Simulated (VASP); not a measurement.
# TiB2 (P6/mmm) in VASP: notebook

Aim: see how the results for TiB2 move with the level of theory and the settings. Levels: r2SCAN, PBE+D3(BJ). Tasks: relaxation of cell and atoms.

All numbers are computed with VASP 6.6.1; they aren't measurements. Logs are shortened: lines on timing, memory, paths and dates and some standing lists are left out, and cuts for length are marked.

**1. The structure**

It takes space group P6/mmm (No. 191, hexagonal). Conventional cell: a = 3.029 Å, b = 3.029 Å, c = 3.228 Å, α = 90.00°, β = 90.00°, γ = 120.00°. Around Ti (site symmetry 6/mmm) lie 12 B at 2.38 Å. B (site symmetry -6m2) has 3 B at 1.75 Å as nearest neighbours.

**2. Relaxation of cell and atoms, r2SCAN**

INCAR

```
PREC = Accurate
ENCUT = 600
EDIFF = 1E-6
ISMEAR = 1
SIGMA = 0.1
LREAL = False
LASPH = True
NELM = 80
ALGO = Normal
ISIF = 3
LWAVE = False
LCHARG = False
METAGGA = R2SCAN
LMIXTAU = True
IBRION = 2
NSW = 90
EDIFFG = -0.01
```

KPOINTS

```
Automatic mesh
0
Gamma
  15 15 11
```

POSCAR

```
TiB2
1.0
    3.0292000000      0.0000000000      0.0000000000
   -1.5146000000      2.6233641531      0.0000000000
    0.0000000000      0.0000000000      3.2284000000
Ti B
1 2
Direct
    0.0000000000      0.0000000000      0.0000000000
    0.3333333333      0.6666666667      0.5000000000
    0.6666666667      0.3333333333      0.5000000000
```

Potentials or basis: VASP PAW PBE potentials, release 64 (Ti_sv, B).

The run is started by

```
> cat potpaw_PBE.64/Ti_sv/POTCAR potpaw_PBE.64/B/POTCAR > POTCAR
> mpirun -np 1 vasp_std > vasp.out
```

OUTCAR:

```text
PREC = Accurate
   ENCUT = 600
   EDIFF = 1E-6
   ISMEAR = 1
   LREAL = False
   LASPH = True
   NELM = 80
   ISIF = 3
   METAGGA = R2SCAN
   IBRION = 2
   NSW = 90
   EDIFFG = -0.01

 ion  position               nearest neighbor table
   1  0.000  0.000  0.000-   2 2.38   3 2.38   2 2.38   3 2.38   2 2.38   2 2.38   3 2.38   3 2.38
                             3 2.38   3 2.38   2 2.38   2 2.38
   2  0.333  0.667  0.500-   3 1.75   3 1.75   3 1.75   1 2.38   1 2.38   1 2.38   1 2.38   1 2.38
                             1 2.38
   3  0.667  0.333  0.500-   2 1.75   2 1.75   2 1.75   1 2.38   1 2.38   1 2.38   1 2.38   1 2.38
                             1 2.38

  LATTYP: Found a hexagonal cell.
 ALAT       =     3.0292000000
 C/A-ratio  =     1.0657599366

  Lattice vectors:

 A1 = (   3.0292000000,   0.0000000000,   0.0000000000)
 A2 = (  -1.5146000000,   2.6233641531,   0.0000000000)
 A3 = (   0.0000000000,   0.0000000000,   3.2284000000)

Analysis of symmetry for initial positions (statically):
=====================================================================
 Subroutine PRICEL returns:
 Original cell was already a primitive cell.

 Routine SETGRP: Setting up the symmetry group for a
 hexagonal supercell.

 Subroutine GETGRP returns: Found 24 space group operations
 (whereof 24 operations were pure point group operations)
 out of a pool of 24 trial point group operations.

The static configuration has the point symmetry D_6h.

Analysis of symmetry for dynamics (positions and initial velocities):
=====================================================================
 Subroutine PRICEL returns:
 Original cell was already a primitive cell.

 Routine SETGRP: Setting up the symmetry group for a
 hexagonal supercell.

 Subroutine GETGRP returns: Found 24 space group operations
 (whereof 24 operations were pure point group operations)
 out of a pool of 24 trial point group operations.

The dynamic configuration has the point symmetry D_6h.

 Subroutine INISYM returns: Found 24 space group operations
 (whereof 24 operations are pure point group operations),
 and found     1 'primitive' translations

----------------------------------------------------------------------------------------

                                     Primitive cell

  volume of cell :      25.6551

  direct lattice vectors                    reciprocal lattice vectors
     3.029200000  0.000000000  0.000000000     0.330120164  0.190594965  0.000000000
    -1.514600000  2.623364153  0.000000000     0.000000000  0.381189931  0.000000000
     0.000000000  0.000000000  3.228400000     0.000000000  0.000000000  0.309750960

  length of vectors
     3.029200000  3.029200000  3.228400000     0.381189931  0.381189931  0.309750960

  position of ions in fractional coordinates (direct lattice)
     0.000000000  0.000000000  0.000000000
     0.333333333  0.666666667  0.500000000
     0.666666667  0.333333333  0.500000000

  ion indices of the primitive-cell ions
   primitive index   ion index
                 1           1
                 2           2
                 3           3

----------------------------------------------------------------------------------------

 KPOINTS: Automatic mesh

Automatic generation of k-mesh.
 Grid dimensions read from file:
 generate k-points for:   15   15   11

 Generating k-lattice:

  Cartesian coordinates                     Fractional coordinates (reciprocal lattice)
     0.022008011  0.012706331  0.000000000     0.066666667  0.000000000  0.000000000
     0.000000000  0.025412662  0.000000000     0.000000000  0.066666667  0.000000000
     0.000000000  0.000000000  0.028159178     0.000000000  0.000000000  0.090909091

  Length of vectors
     0.025412662  0.025412662  0.028159178

  Shift w.r.t. Gamma in fractional coordinates (k-lattice)
     0.000000000  0.000000000  0.000000000

 Subroutine IBZKPT returns following result:
 ===========================================

 Found    162 irreducible k-points:

 Following reciprocal coordinates:
            Coordinates               Weight
  0.000000  0.000000  0.000000      1.000000
  0.066667 -0.000000  0.000000      6.000000
  0.133333 -0.000000  0.000000      6.000000
  0.200000 -0.000000  0.000000      6.000000
  0.266667 -0.000000  0.000000      6.000000
  0.333333 -0.000000  0.000000      6.000000
[... 16 lines left out ...]
  0.333333  0.200000  0.000000     12.000000
  0.400000  0.200000  0.000000      6.000000
 [... further k-points ...]
   k-points           NKPTS =    162   k-points in BZ     NKDIM =    162   number of bands    NBANDS=     13
   number of dos      NEDOS =    301   number of ions     NIONS =      3
   total plane-waves  NPLWV =  16128
   dimension x,y,z NGX =    24 NGY =   24 NGZ =   28
   dimension x,y,z NGXF=    48 NGYF=   48 NGZF=   56
   ions per type =               1   2
   NGX,Y,Z   is equivalent  to a cutoff of  13.17, 13.17, 14.42 a.u.
   NGXF,Y,Z  is equivalent  to a cutoff of  26.34, 26.34, 28.84 a.u.
 SYSTEM =  unknown system
   PREC   = accura    normal or accurate (medium, high low for compatibility)
   ISTART =      0    job   : 0-new  1-cont  2-samecut
   ICHARG =      2    charge: 1-file 2-atom 10-const
   ISPIN  =      1    spin polarized calculation?
   LNONCOLLINEAR =      F non collinear calculations
   LSORBIT =      F    spin-orbit coupling
   LASPH  =      T    aspherical Exc in radial PAW
   ENCUT  =  600.0 eV  44.10 Ry    6.64 a.u.   6.05  6.05  6.45*2*pi/ulx,y,z
   NELM   =     80;   NELMIN=  2; NELMDL= -5     # of ELM steps
   EDIFF  = 0.1E-05   stopping-criterion for ELM
   LREAL  =      F    real-space projection
   EDIFFG = -.1E-01   stopping-criterion for IOM
   NSW    =     90    number of steps for IOM
   IBRION =      2    ionic relax: 0-MD 1-quasi-New 2-CG
   NFREE  =      1    steps in history (QN), initial steepest desc. (CG)
   ISIF   =      3    stress and relaxation
   ISYM   =      2    0-nonsym 1-usesym 2-fastsym
   POTIM  = 0.5000    time-step for ionic-motion
   TEBEG  =    0.0;   TEEND  =   0.0 temperature during run
   PSTRESS=    0.0 pullay stress
   NELECT =      18.0000    total number of electrons
   NUPDOWN=      -1.0000    fix difference up-down
   EMIN   =  10.00;   EMAX   =-10.00  energy-range for DOS
   EFERMI =   0.00;   METHOD = LEGACY
   ISMEAR =     1;   SIGMA  =   0.10  broadening in eV -4-tet -1-fermi 0-gaus
   EFERMI_NEDOS =   21; number of points for ismear=-14 and -15
   IALGO  =     38    algorithm
   IMIX   =      4    mixing-type and parameters
     AMIX     =   0.40;   BMIX     =  1.00
     AMIX_MAG =   1.60;   BMIX_MAG =  1.00
  volume/ion in A,a.u.               =       8.55        57.71
  Fermi-wavevector in a.u.,A,eV,Ry     =   1.454703  2.748990 28.792122  2.116161
  Thomas-Fermi vector in A             =   2.571823
   LORBIT       =      0    0 simple, 1 ext, 2 COOP (PROOUT), +10 PAW based schemes
   METAGGA = R2SCAN    functional components
   LHFCALC =     F    Hartree Fock is set to
   AEXX    =    0.0000 exact exchange contribution
   IVDW    =     0    specifies the selected vdW correction
   LEPSILON=     F    determine dielectric tensor
   LRPA    =     F    only Hartree local field effects (RPA)
 conjugate gradient relaxation of ions
 non-spin polarized calculation
 Methfessel and Paxton  Order N= 1 SIGMA  =   0.10
  energy-cutoff  :      600.00
  volume of cell :       25.66
 maximum number of plane-waves:       885
   NGX = 13   NGY = 13   NGZ = 13

--------------------------------------- Ionic step        1  -------------------------------------------

 number of electron      18.0000002 magnetization

 Free energy of the ion-electron system (eV)
  ---------------------------------------------------
  ext. energy  EPLUGINS =         0.00000000
  ---------------------------------------------------
  free energy    TOTEN  =       -30.97462292 eV

  energy without entropy =      -30.97447664  energy(sigma->0) =      -30.97457416

------------------------ aborting loop because EDIFF is reached ----------------------------------------

  FORCE on cell =-STRESS in cart. coord.  units (eV):
  Direction    XX          YY          ZZ          XY          YZ          ZX
  --------------------------------------------------------------------------------------
  -------------------------------------------------------------------------------------
  Total       -0.0853965     -0.0853965     -0.0292822      0.0000000      0.0000000      0.0000000
  in kB       -5.3330664     -5.3330664     -1.8286942      0.0000000      0.0000000      0.0000000
  external PRESSURE =      -4.1649423 kB  Pullay stress =       0.0000000 kB
[... 59 lines left out ...]
  energy  without entropy=      -30.9744811820  energy(sigma->0) =      -30.97456462

--------------------------------------- Ionic step        3  -------------------------------------------

 number of electron      18.0000003 magnetization

 Free energy of the ion-electron system (eV)
  ---------------------------------------------------
  ext. energy  EPLUGINS =         0.00000000
  ---------------------------------------------------
  free energy    TOTEN  =       -30.97468437 eV

  energy without entropy =      -30.97454729  energy(sigma->0) =      -30.97463868

 E-fermi :  10.1630     XC(G=0): -13.7517

 val. band max:       10.1543716638   @ k =   0.0667   0.0667   0.2727
 cond. band min:      10.1698094253   @ k =   0.1333   0.1333   0.1818
 fundamental gap:      0.0154377615
 Fermi energy:        10.1629566290

 k-point     1 :       0.0000    0.0000    0.0000
  band No.  band energies     occupation
      1     -49.2346      2.00000
      2     -24.5532      2.00000
      3     -24.2188      2.00000
      4     -24.2188      2.00000
      5      -4.3336      2.00000
      6       7.3878      2.00000
      7       7.3878      2.00000
      8       7.5502      2.00000
      9       7.9638      2.00000
     10      12.1477     -0.00000
     11      12.1477     -0.00000
     12      14.0178      0.00000
     13      14.0179      0.00000
[... 353 lines left out ...]
 k-point    24 :       0.4000    0.2000    0.0000
  band No.  band energies     occupation
      1     -49.1724      2.00000
      2     -24.5936      2.00000
      3     -24.4732      2.00000
      4     -24.4102      2.00000
      5       0.4795      2.00000
      6       0.7253      2.00000
      7       3.8887      2.00000
      8       7.2306      2.00000
      9       9.4810      2.00000
     10      10.1160      1.70570
     11      12.2401      0.00000
     12      12.9887      0.00000
     13      16.1120      0.00000

 [... further k-points ...]

------------------------ aborting loop because EDIFF is reached ----------------------------------------

  FORCE on cell =-STRESS in cart. coord.  units (eV):
  Direction    XX          YY          ZZ          XY          YZ          ZX
  --------------------------------------------------------------------------------------
  -------------------------------------------------------------------------------------
  Total       -0.0009831     -0.0009831      0.0145758      0.0000000     -0.0000000     -0.0000000
  in kB       -0.0614800     -0.0614800      0.9115673      0.0000000     -0.0000000     -0.0000000
  external PRESSURE =       0.2628691 kB  Pullay stress =       0.0000000 kB
[... 18 lines left out ...]
  FREE ENERGIE OF THE ION-ELECTRON SYSTEM (eV)
  ---------------------------------------------------
  free  energy   TOTEN  =       -30.9746843708 eV

  energy  without entropy=      -30.9745472923  energy(sigma->0) =      -30.97463868

 reached required accuracy - stopping structural energy minimisation
```

Wall time 5.8 min (1 thread of Intel Xeon Platinum 8259CL at 2.50GHz (Skylake/Cascade Lake), shared host); peak memory 0.21 GiB.

Results:

```yaml
Free_energy: -30.9747 eV
Relaxed_volume: 8.54 Å³/atom
Relaxed_cell: a = 3.027 Å, b = 3.027 Å, c = 3.228 Å, α = 90.00°, β = 90.00°, γ = 120.00°
Space_group_after_relaxing_to_0.05_Å: P6/mmm (No. 191)
Energy_gained_by_relaxing: 0.0 meV/atom
Ionic_steps: 3
Pressure_after_relaxing: 0.0 GPa
Band_gap_on_the_k_mesh: none (metal or under the smearing width)
```

Stress tensor (GPa, compression positive):
```
-0.01  0.00  0.00
 0.00 -0.01  0.00
 0.00  0.00  0.09
```

Final structure:
```
Ti B
1.0
     3.02736    0.00000    0.00000
    -1.51368    2.62177    0.00000
     0.00000    0.00000    3.22773
Ti B
1 2
Cartesian
  0.0000 0.0000 0.0000
  0.0000 1.7478 1.6139
  1.5137 0.8739 1.6139
```

Levels at points of the mesh, in eV from the Fermi level:
| k point | band 6 | band 7 | band 8 | band 9 | band 10 | band 11 | band 12 | band 13 |
| --- | --- | --- | --- | --- | --- | --- | --- | --- |
| (0.00, 0.00, 0.00) | -2.78 | -2.78 | -2.61 | -2.20 | 1.98 | 1.98 | 3.85 | 3.85 |

Caveat: the PAW data sets were made with another functional, which shifts forces and pressure a little.

**3. Relaxation of cell and atoms, r2SCAN**

INCAR, as its differences from that of step 2:

```diff
@@ -2,3 +2,3 @@
 ENCUT = 600
-EDIFF = 1E-6
+EDIFF = 1E-7
 ISMEAR = 1
@@ -16,2 +16,2 @@
 NSW = 90
-EDIFFG = -0.01
+EDIFFG = -0.005
```

KPOINTS is that of step 2.

POSCAR

```
TiB2                                    
1.0
    3.0273598026      0.0000000000      0.0000000000
   -1.5136799013      2.6217704954     -0.0000000000
    0.0000000000      0.0000000000      3.2277275068
  Ti              B             
     1     2
Direct
     0.0000000000000000    0.0000000000000000    0.0000000000000000
     0.3333333332999970    0.6666666667000030    0.5000000000000000
     0.6666666667000030    0.3333333332999970    0.5000000000000000
```

Potentials or basis: VASP PAW PBE potentials, release 64 (Ti_sv, B).

The run is started by

```
> cat potpaw_PBE.64/Ti_sv/POTCAR potpaw_PBE.64/B/POTCAR > POTCAR
> mpirun -np 1 vasp_std > vasp.out
```

Run time: 3.5 min. Hardware: 1 thread of Intel Xeon Platinum 8259CL at 2.50GHz (Skylake/Cascade Lake), shared host; peak memory 0.21 GiB.

Results (log left out):

```
Free energy             : -30.9746 eV
Pressure after relaxing : 0.0 GPa
Band gap on the k mesh  : none (metal or under the smearing width)
```

Stress tensor (GPa, compression positive):
```
-0.04  0.00  0.00
 0.00 -0.04  0.00
 0.00  0.00  0.05
```

Final structure:
```yaml
crystal:
  lattice:
    - [3.02736, 0.00000, 0.00000]
    - [-1.51368, 2.62177, 0.00000]
    - [0.00000, 0.00000, 3.22773]
  atoms:
    - { symbol: Ti, position: [0.00000, 0.00000, 0.00000] }
    - { symbol: B, position: [0.33333, 0.66667, 0.50000] }
    - { symbol: B, position: [0.66667, 0.33333, 0.50000] }
```

Levels at points of the mesh, in eV from the Fermi level:
```csv
k point,band 6,band 7,band 8,band 9,band 10,band 11,band 12,band 13
"(0.00, 0.00, 0.00)",-2.78,-2.78,-2.61,-2.20,1.98,1.98,3.86,3.86
```

Caveat: the relaxation stopped at its first step, so nothing moved; the PAW data sets were made with another functional, which shifts forces and pressure a little.

**4. Relaxation of cell and atoms, PBE+D3(BJ)**

INCAR

```
PREC     = Accurate       # precision mode
ENCUT    = 600            # plane-wave cutoff, eV
EDIFF    = 1E-6           # SCF threshold, eV
ISMEAR   = 1              # smearing method
SIGMA    = 0.1            # smearing width, eV
LREAL    = F              # projectors in reciprocal space
LASPH    = T              # aspherical terms in the spheres
NELM     = 80             # most SCF steps
ALGO     = Normal         # electronic algorithm
ISIF     = 3              # what is computed and relaxed
LWAVE    = F              # write WAVECAR
LCHARG   = F              # write CHGCAR
GGA      = PE             # functional
IVDW     = 12             # dispersion correction
IBRION   = 2              # ionic algorithm
NSW      = 90             # ionic steps
EDIFFG   = -0.01          # ionic threshold
```

KPOINTS is that of step 3.

POSCAR

```
TiB2
1.0
    3.0292000000      0.0000000000      0.0000000000
   -1.5146000000      2.6233641531      0.0000000000
    0.0000000000      0.0000000000      3.2284000000
Ti B
1 2
Direct
    0.0000000000      0.0000000000      0.0000000000
    0.3333333333      0.6666666667      0.5000000000
    0.6666666667      0.3333333333      0.5000000000
```

The run is started by

```
> cat potpaw_PBE.64/Ti_sv/POTCAR potpaw_PBE.64/B/POTCAR > POTCAR
> mpirun -np 1 vasp_std > vasp.out
```

Run time: 80 s. Hardware: 1 thread of Intel Xeon Platinum 8559C (Emerald Rapids), shared host; peak memory 0.21 GiB.

It converged, with:

```
Free energy                            : -25.7081 eV
Relaxed volume                         : 8.29 Å³/atom
Relaxed cell                           : a = 3.004 Å, b = 3.004 Å, c = 3.183 Å, α = 90.00°, β = 90.00°, γ = 120.00°
Space group after relaxing (to 0.05 Å) : P6/mmm (No. 191)
Energy gained by relaxing              : 6.5 meV/atom
Ionic steps                            : 4
Pressure after relaxing                : 0.0 GPa
Band gap on the k mesh                 : none (metal or under the smearing width)
Dispersion energy per atom             : -0.433 eV
```

Stress tensor (GPa, compression positive):
```
 0.01  0.00  0.00
 0.00  0.01  0.00
 0.00  0.00 -0.13
```

The path:
```
step  energy change (eV)  largest force (eV/Å)  pressure (GPa)  volume (Å³)
   1              0.0000                0.0000           -7.68        25.66
   2             -0.0009                0.0000            8.36        24.16
   3             -0.0191                0.0000            0.04        24.89
   4             -0.0196                0.0000           -0.04        24.87
```

Final structure:
```
Ti B
1.0
     3.00394    0.00000    0.00000
    -1.50197    2.60149    0.00000
     0.00000    0.00000    3.18287
Ti B
1 2
Direct
  0.00000 0.00000 0.00000
  0.33333 0.66667 0.50000
  0.66667 0.33333 0.50000
```

Levels at points of the mesh, in eV from the Fermi level:
```csv
k point,band 7,band 8,band 9,band 10,band 11,band 12
"(0.00, 0.00, 0.00)",-2.72,-2.28,-2.18,1.97,1.97,3.83
```

Caveat: pairwise dispersion overbinds metals, which lowers pressure and volume.
